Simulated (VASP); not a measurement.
Input of a VASP 6.6.1 run:

INCAR

```
SYSTEM = CdO
PREC = Accurate
ENCUT = 600
EDIFF = 1E-6
ISMEAR = -1
SIGMA = 0.05
LREAL = .FALSE.
LASPH = .TRUE.
NELM = 100
ALGO = Fast
ISIF = 3
LWAVE = .FALSE.
LCHARG = .FALSE.
GGA = PS
IVDW = 13
IBRION = 2
NSW = 60
EDIFFG = -0.01
```

KPOINTS

```
regular mesh
0
G
  10 10 10
  0 0 0
```

The input POSCAR:

```
CdO
1.0
    0.0000000000      2.3495000000      2.3495000000
    2.3495000000      0.0000000000      2.3495000000
    2.3495000000      2.3495000000      0.0000000000
Cd O
1 1
Direct
    0.0000000000      0.0000000000      0.0000000000
    0.5000000000      0.5000000000      0.5000000000
```

Potentials or basis: VASP PAW PBE potentials, release 64 (Cd, O).

Launch:

```bash
$ cat potpaw_PBE.64/Cd/POTCAR potpaw_PBE.64/O/POTCAR > POTCAR
$ mpirun -np 1 vasp_std > vasp.out
```

Question: What does it give for the space group after relaxing (to 0.05 Å)?

Answer: Fm-3m (No. 225).

Question: Predict the relaxed volume.

Answer: 12.83 Å³/atom.

Question: Estimate the dispersion energy per atom.

Answer: -0.181 eV.

Question: What does it give for the band gap on the k mesh?

Answer: None (metal or under the smearing width).

Final structure:
```yaml
crystal:
  lattice:
    - [0.00000, 2.34113, 2.34113]
    - [2.34113, 0.00000, 2.34113]
    - [2.34113, 2.34113, 0.00000]
  atoms:
    - { symbol: Cd, position: [0.00000, 0.00000, 0.00000] }
    - { symbol: O, position: [0.50000, 0.50000, 0.50000] }
```

Caveat: the PAW data sets were made with another functional, which shifts forces and pressure a little; pairwise dispersion overbinds metals, which lowers pressure and volume; this crystal is a semiconductor, whose small gap the functional closes, so the metal is an error of the method.
